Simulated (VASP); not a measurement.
# InP in VASP 6.6.1, single-point calculation

INCAR

```
NSW = 0
ISIF = 2
LASPH = .TRUE.
EDIFF = 1E-7
LREAL = .FALSE.
NELECT = 18.02
NELM = 120
PREC = Accurate
ISMEAR = -1
SIGMA = 0.02
GGA = PE
LCHARG = .FALSE.
NBANDS = 16
LWAVE = .FALSE.
IBRION = -1
ENCUT = 520
```

KPOINTS

```
KPOINTS created by Atomic Simulation Environment
0
Gamma
8 8 8
0 0 0
```

POSCAR

```
In P
 1.0000000000000000
     0.0000000000000000    2.9537876505999998    2.8947118976000001
     2.9537876505999998    0.0000000000000000    2.8947118976000001
     2.9537876505999998    2.9537876505999998    0.0000000000000000
 In  P
   1   1
Cartesian
  0.0000000000000000  0.0000000000000000  0.0000000000000000
  1.4768938252999999  1.4768938252999999  1.4473559487999998
```

The recommended PBE PAW datasets give the neutral cell 18 valence electrons.

Command

```
mpirun -np 1 vasp_std
```

Task: How does this run end, and what does it give?

Result: It converged. Results: pressure 3.9 GPa.

OSZICAR

```
N       E                     dE             d eps       ncg     rms          rms(c)
DAV:   1     0.113409605972E+03    0.11341E+03   -0.83853E+03  1896   0.125E+03
DAV:   2    -0.917897881844E+00   -0.11433E+03   -0.10889E+03  2040   0.300E+02
DAV:   3    -0.847940107159E+01   -0.75615E+01   -0.75205E+01  2512   0.756E+01
DAV:   4    -0.867255533210E+01   -0.19315E+00   -0.19310E+00  2384   0.130E+01
DAV:   5    -0.868124852715E+01   -0.86932E-02   -0.86930E-02  2856   0.235E+00    0.570E+00
DAV:   6    -0.828092321010E+01    0.40033E+00   -0.63168E-01  3080   0.128E+01    0.342E+00
DAV:   7    -0.825213244202E+01    0.28791E-01   -0.16052E-01  2736   0.315E+00    0.127E+00
DAV:   8    -0.825238541722E+01   -0.25298E-03   -0.15153E-02  2416   0.144E+00    0.322E-01
DAV:   9    -0.825298374117E+01   -0.59832E-03   -0.12424E-03  2456   0.369E-01    0.157E-01
DAV:  10    -0.825314117108E+01   -0.15743E-03   -0.25017E-04  2856   0.214E-01    0.997E-02
DAV:  11    -0.825321513394E+01   -0.73963E-04   -0.12387E-04  2352   0.100E-01    0.449E-02
DAV:  12    -0.825321473382E+01    0.40011E-06   -0.75743E-06  2200   0.258E-02    0.112E-02
DAV:  13    -0.825321512854E+01   -0.39472E-06   -0.15196E-06  2472   0.609E-03    0.888E-03
DAV:  14    -0.825321525874E+01   -0.13020E-06   -0.19521E-07  2488   0.458E-03    0.159E-03
DAV:  15    -0.825321528188E+01   -0.23135E-07   -0.10729E-08  1552   0.832E-04
   1 F= -.82532153E+01 E0= -.82530729E+01  d E =-.284696E-03
```

Standard output (part)

```
POSCAR found type information on POSCAR InP
 POSCAR found :  2 types and       2 ions
 LDA part: xc-table for (Slater+PW92), standard interpolation
 POSCAR, INCAR and KPOINTS ok, starting setup
 WAVECAR not read
 entering main loop
 the old and the new charge density differ
    0.570E+00
```

The cell is charged and sits in a uniform background.

For comparison, a separate PBE run of the intended cell, on usual settings and not on those above, gives a gap of 0.63 eV on its mesh and a pressure of 3.0 GPa.
